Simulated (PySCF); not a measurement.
Level of theory: core-valence-separated Tamm–Dancoff BHandHLYP/aug-pcX-1 (pcseg-1 on H) in PySCF, non-relativistic, gas phase, PBE0-D3(BJ)/def2-SVP geometry. The energies are unshifted.

Main lines of an unknown, eV (oscillator strength): C K: 286.0 (0.052), 286.1 (0.039), 286.1 (0.039), 286.3 (0.091), 286.5 (0.041). Listed: the first five lines at most of each edge with a tenth or more of its strongest line's intensity; roots within 0.03 eV on the same or equivalent atoms are summed. Only the lowest roots were sought, and the top ones are left out.

Task: Which candidate gives them?
A. `C1=CCC1` (cyclobutene)
B. `C=C1CC1` (methylenecyclopropane)
C. `CC1=CC1` (1-methylcyclopropene)
D. `C1[C@H]2C[C@@H]12` (bicyclo[1.1.0]butane)

Result: D. 

- `C1[C@H]2C[C@@H]12`: C K: 286.0 (0.052), 286.1 (0.039), 286.1 (0.039), 286.3 (0.091), 286.5 (0.041). First C line listed at 286.0 eV, hole on the sp3 carbon at a ring junction.
- `C1=CCC1`: C K: 282.8 (0.122), 285.8 (0.023), 285.9 (0.028), 286.2 (0.051), 286.4 (0.030). First C line listed at 282.8 eV, hole on the alkene CH carbon.
- `CC1=CC1`: C K: 283.1 (0.060), 283.1 (0.060), 286.0 (0.007), 286.0 (0.011), 286.5 (0.030). First C line listed at 283.1 eV, hole on the alkene CH carbon (1s→π*).
- `C=C1CC1`: C K: 282.8 (0.055), 282.9 (0.064), 285.4 (0.016), 285.8 (0.008), 286.0 (0.016). First C line listed at 282.8 eV, hole on the terminal =CH2 carbon (1s→π*).

One conformer each; other structures than these candidates weren't tested.
